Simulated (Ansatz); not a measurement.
## C: stationary points along a deformation path

All numbers below come from DFT PBE+D3(BJ), scalar-relativistic, plane waves, PAW in Ansatz 0.2.0. Settings: plane waves to 420 eV, k-mesh 15×15×15 (Γ-centred), Gaussian smearing 0.05 eV. No spin polarisation. Energies are free energies at this smearing, counted from the undisturbed cell; pressure is positive in compression.

Reference structure (as given, not relaxed at this level; it stands at 3.1 GPa):

```
C
1.0
     1.22803    0.70900    3.34701
    -1.22803    0.70900    3.34701
     0.00000   -1.41800    3.34701
C
2
Direct
  0.16400 0.16400 0.16400
  0.83600 0.83600 0.83600
```

At fixed volume and fractional coordinates, lengths along (0.000, 0.000, 1.000) are scaled against those across it; ρ is that ratio over its starting value. V = 8.742 Å³/atom. Δσ is the stress along the axis less the mean stress across it (compression positive).

| ρ | ΔE (meV/atom) | Δσ (GPa) | space group |
| --- | --- | --- | --- |
| 0.800 | 352.2 | 87.43 | R-3m |
| 0.850 | 183.5 | 64.99 | R-3m |
| 0.920 | 42.4 | 32.54 | R-3m |
| 0.960 | 6.4 | 13.76 | R-3m |
| 1.000 | 0.0 | -5.27 | R-3m |
| 1.050 | 30.5 | -29.37 | R-3m |
| 1.100 | 100.4 | -53.34 | R-3m |
| 1.200 | 340.0 | -97.85 | R-3m |
| 1.300 | 687.0 | -141.58 | R-3m |

Task: How does the stress give the slope of the energy, and where is the energy stationary?

Result: Along the path d ln(length) is 2/3 d ln ρ on the axis and −1/3 d ln ρ across it, so dE/d ln ρ = −(2/3) V Δσ: the energy falls with ρ where Δσ is positive. Δσ vanishes or changes sign between ρ = 0.960 and 1.000, a minimum (near 0.99 by linear interpolation). Pairs of stationary points between two samples would go unseen, and could change a minimum read from distant neighbours into a maximum.

Task: Integrate that slope from ρ = 1 to 0.850 by the trapezoid rule.

Result: With V/N in Å³ and 1 eV/Å³ = 160.2 GPa the slopes at ρ = 1.000, 0.960, 0.920, 0.850 are 192, -501, -1184, -2364 meV/atom per unit of ln ρ. The steps add 6.3 + 35.8 + 140.4 = 182.5 meV/atom, against 183.5 from the energies; the trapezoid rule misses the curvature of the slope within each step.

Forces appear on the atoms along this scan, and letting them relax would lower the energy and soften the response.